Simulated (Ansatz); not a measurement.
# BN: a line through a two-coordinate scan

An exercise on one series of results from a longer session: the logs are not shown, and one member is left open.

Computed with Ansatz 0.2.0 (DFT PBE+D3(BJ), scalar-relativistic, plane waves, PAW, unless a step's input says otherwise).

17 further runs of the same task are left out: 17 set aside as unsound or not needed.

**Starting point**

Symmetry: Fmm2, No. 42, orthorhombic system. Conventional cell: a = 2.507 Å, b = 6.676 Å, c = 4.337 Å, α = 90.00°, β = 90.00°, γ = 90.00°. B (site symmetry mm2) has 3 N at 1.45 Å as nearest neighbours. N (site symmetry mm2) is surrounded by 3 B at 1.45 Å.

Structure file:

```
B N
1.0
     0.00000    3.33789    2.16839
     1.25358    0.00000    2.16839
     1.25358    3.33789    0.00000
B N
1 1
Direct
  0.00010 0.00010 0.99990
  0.66660 0.66660 0.33340
```

It goes back to an entry of the Materials Project, which need not be the stable form.

This cell was relaxed beforehand with the same method: volume 9.07 Å³/atom, gap on the mesh 3.66 eV.

**The scan**

The energy is mapped over two homogeneous strains (x along [1 0 0], y along [0 1 0], z along [0 0 1] of the conventional cell).

The axes are (1) strain +e along x and -e along y: 7 values from −11.0 %; (2) strain +e along z and -e/2 along x and y: 7 values from −15 to 15 %.

Relaxed at each point: the atoms inside the fixed cell. Energies count from the relaxed crystal. Points are written as (first, second).

Set-up of the first run:

Input file input.yaml:

```yaml
crystal:
  lattice:
    - [0.0, 3.6216098096, 2.2768088191]
    - [1.0843428184, 0.0, 2.2768088191]
    - [1.0843428184, 3.6216098096, 0.0]
  atoms:
    - { symbol: B, position: [0.0001022582, 0.0001022582, 0.9998977418] }
    - { symbol: "N", position: [0.6665977318, 0.6665977318, 0.3334022682] }
basis:
  ecutwfc: 520.0
kpoints:
  mp_grid: { grid: [12, 12, 12] }
hamiltonian:
  xc: pbe
  pseudopotentials: { kind: paw, azcp: { folder: soft_1 } }
  dispersion: d3bj
scf:
  occupations: { method: gaussian, width: 0.05 }
output:
  forces: true
  stress: true
  eigenvalues: true
relax:
  adjacent_minimum: "off"
  f_tol: 0.01
  max_steps: 30
```

On the command line:

```
ansatz run input.yaml --threads 1 --pin off --max-ram 2048MiB --backend cpu --events-out ev --progress --plain --runs-dir out
```

Among the steps run: The run at (−11.0 %, 5 %); The run at (−7.3 %, 5 %); Grid point (−3.7 %, 5 %); The run at (3.7 %, 5 %); The run at (7.3 %, 5 %); Point (11.0 %, 5 %).

One table of the session follows, with a row left open; its other results are not shown here.

It belongs to the step «The line in numbers». 

```
strain +e along x and -e along y (%)  energy (meV/atom)  slope (meV/atom per %)  pressure (GPa)  band gap on the k-mesh (eV)
                               −11.0                552                     −89              40                         1.97
                                −7.3                285                     −57              22                         2.92
                                −3.7                129                     −30               6                         2.99
                                 0.0                 63                      −7              −7                         3.00
                                 3.7                 72                      12             −19                         2.92
                                 7.3                  ?                       ?               ?                            ?
                                11.0                268                      40             −37                         2.15
```

**Question.** Estimate the row for strain +e along x and -e along y (%) = 7.3.

Worked estimate for «energy (meV/atom)». A straight line through the neighbours (3.7, 72) and (11.0, 268) gives 72 + (268 − 72) × (7.3 − 3.7) / (11.0 − 3.7) = 169; a parabola fitted to 3 rows on both sides gives 139.

As computed: energy (meV/atom): 144; slope (meV/atom per %): 27; pressure (GPa): −29; band gap on the k-mesh (eV): 2.58. In «energy (meV/atom)» the line misses by +25 and the parabola by -5.

Energies count from the relaxed crystal. Rows without a step come from runs not printed here or follow by symmetry.

The gap on the mesh closes on part of the grid.

To keep in mind: Warnings in the runs' records: stress scf threshold loose.
